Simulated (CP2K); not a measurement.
Crystal: TiC.

```xyz
2
Lattice="3.0628 0.0000 0.0000 1.5314 2.6525 0.0000 1.5314 0.8842 2.5008" Properties=species:S:1:pos:R:3 pbc="T T T"
Ti    0.0000    0.0000    0.0000
C     3.0628    1.7683    1.2504
```

The cell is a database's computed one.

Base run:

| Item | Value |
| --- | --- |
| Program | CP2K 2026.2 |
| Functional | PBEsol |
| Potentials or basis | POTENTIAL_UZH Ti GTH-PBE-q12, C GTH-PBE-q4; TZVP-MOLOPT-PBE-GTH basis |
| Density cutoff | 6123 eV |
| k mesh | 11 × 11 × 11 |
| Occupations | gaussian, width 0.02 eV |
| Spin | no spin polarisation |

Its results: band gap on the k mesh none (metal or under the smearing width); pressure -5.5 GPa.

Problem. The run is repeated on the same cell with these changes: functional from PBEsol to RPBE. What comes out?

Solution. Band gap on the k mesh none (metal or under the smearing width); pressure 4.2 GPa.

RPBE binds less tightly than PBEsol, so the same cell stands under more pressure.

Caveats: the potentials were made for another functional, which shifts forces and pressure; the basis of atomic orbitals isn't converged, which shifts pressures, moduli and gaps.
